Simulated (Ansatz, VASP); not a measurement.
**PbO2: VASP beside Ansatz**

```
Pb O
1.0
     0.00000    2.70199    2.70199
     2.70199    0.00000    2.70199
     2.70199    2.70199    0.00000
Pb O
1 2
Direct
  0.00000 0.00000 0.00000
  0.75000 0.75000 0.75000
  0.25000 0.25000 0.25000
```

The cell comes from a database or a generator and needn't be the stable form of this composition.

Alike in both runs: task relaxation of cell and atoms; functional PBEsol; dispersion D3(BJ); k mesh 9 × 9 × 9; occupations fermi-dirac, width 0.05 eV; no spin polarisation.

```csv
,VASP,Ansatz
version,VASP 6.6.1,Ansatz 0.2.0
potentials or method,"VASP PAW PBE potentials, release 64 (Pb_d, O)",Ansatz PAW
plane-wave cutoff (eV),600,420
valence electrons in the cell,26,26
```

```csv
,VASP,Ansatz,Ansatz less VASP
"gap on the k mesh at the Fermi level, each at its own relaxed structure (eV)",none,none,-
relaxed volume (Å³/atom),12.41,12.40,-0.013
relaxed cell length with the largest relative difference (Å),3.748,3.747,-0.0013
energy change over the relaxation (meV/atom),-20,-21,-0.6
```

A gap of «none» marks a metal or a gap that the smearing closes.

Caveats: pairwise dispersion overbinds metals, which lowers pressure and volume; the PAW data sets were made with another functional, which shifts forces and pressure a little (VASP); the plane-wave basis is chosen anew once the cell has moved, so the energies of steps on either side of that aren't comparable (Ansatz); the pressure holds a Pulay correction of +0.7 GPa for the finite cutoff (Ansatz); the PAW data sets come from PBE, with cores solved anew for the run's functional, which leaves a small shift of forces and pressure (Ansatz). Spin-orbit coupling is left out, which matters for the levels of Pb.
